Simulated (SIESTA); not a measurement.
The system is Os.

```xyz
2
Lattice="2.7341 0.0000 0.0000 -1.3671 2.3678 0.0000 0.0000 0.0000 4.3197" Properties=species:S:1:pos:R:3 pbc="T T T"
Os    1.3671    0.7893    3.2398
Os    0.0000    1.5785    1.0799
```

Program: SIESTA 5.4.2. Alike in all runs: task band structure; no spin polarisation; cell as given; k mesh 11 × 11 × 6; smearing fermi-dirac 0.05 eV; grid cutoff 800 Ry; energy shift 0.003 Ry.

Order these runs on this cell by their pressure, lowest first.
A. level RPBE; potentials or basis PseudoDojo 0.4 standard (PBE files), DZP (energy shift 0.003 Ry; two zetas on semicore shells)
B. level vdW-DF-cx; potentials or basis PseudoDojo 0.4 standard (PBE files), DZP (energy shift 0.003 Ry; two zetas on semicore shells)
C. level AM05; potentials or basis PseudoDojo 0.4 standard (PBEsol files), DZP (energy shift 0.003 Ry; two zetas on semicore shells)

C (-0.4 GPa), B (4.9 GPa), A (17.6 GPa).

Caveats: short orbitals over semicore shells can move pressures by several GPa; the potentials were made for another functional, which shifts forces and pressure; the basis of atomic orbitals isn't converged, which shifts pressures, moduli and gaps; so large a pressure means that the cell lies far from this level's equilibrium, or that cutoff or potentials fall short (some runs).

Runs at the PBE level aren't shown here.
